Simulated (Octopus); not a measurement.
An input for Octopus 16.4 (Bi):

inp

```
CalculationMode = gs
UnitsOutput = eV_Angstrom
PeriodicDimensions = 3
ExperimentalFeatures = yes
PseudopotentialSet = sg15
%Species
 "Bi2" | species_pseudo | set | sg15
 "Bi1" | species_pseudo | set | sg15
%
%LatticeParameters
 4.5317057851*angstrom | 4.5317057851*angstrom | 4.5317057851*angstrom
%
%LatticeVectors
 0.4794902865 | 0.276833846 | 0.8327377059
 -0.4794902865 | 0.276833846 | 0.8327377059
 0 | -0.553667692 | 0.8327377059
%
%Coordinates
 "Bi2" | 0*angstrom | -0.0000000001*angstrom | 8.6720137981*angstrom
 "Bi1" | 0*angstrom | 0*angstrom | 2.6491530401*angstrom
%
%Spacing
 0.17429638*angstrom | 0.17429638*angstrom | 0.17429638*angstrom
%
DerivativesOrder = 8
%KPointsGrid
 3 | 3 | 3
%
KPointsUseSymmetries = yes
XCFunctional = mgga_x_task + lda_c_pw
FilterPotentials = filter_none
SpinComponents = polarized
KPointsUseTimeReversal = no
GuessMagnetDensity = user_defined
%AtomsMagnetDirection
 1.0
 -1.0
%
SmearingFunction = cold_smearing
Smearing = 0.15*eV
ExtraStates = 7
Eigensolver = rmmdiis
ConvRelDens = 1e-6
MaximumIter = 120
%Output
 density | cube
 elf | cube
 potential | cube
%
```

Potentials or basis: sg15 (PBE).

The run is started by

```sh
$ OMP_NUM_THREADS=1 octopus > out.log
```

Question: Does this run start?

Answer: The run stopped without a result. It printed:

out.log:

```text
Running octopus

Version                : 16.4
Optional libraries     :

************************** Calculation Mode **************************
Input: [CalculationMode = gs]
**********************************************************************

Input: [SpinComponents = polarized]
[... 127 lines left out ...]

** Warning:
**   MGGA energy functionals is under development.
**   It might not work or produce wrong results.

**************************** Theory Level ****************************
Input: [TheoryLevel = generalized_kohn_sham]

[... 71 lines left out ...]
Input: [LCAOMaximumOrbitalRadius = 10.58 A]

** Warning:
**   The are no atomic orbitals available, cannot do LCAO.

Input: [GuessMagnetDensity = user_defined]

**************************** FATAL ERROR *****************************
*** Fatal Error (description follows)
*--------------------------------------------------------------------
* GuessMagnetDensity cannot be used for Hartree-Fock and generalized Kohn-Sham calculation.
* Please perform a LDA or GGA calculation first and restart from this calculation.
**********************************************************************
```

Among its messages:

```text
The XCFunctional that you selected does not match the one used
```
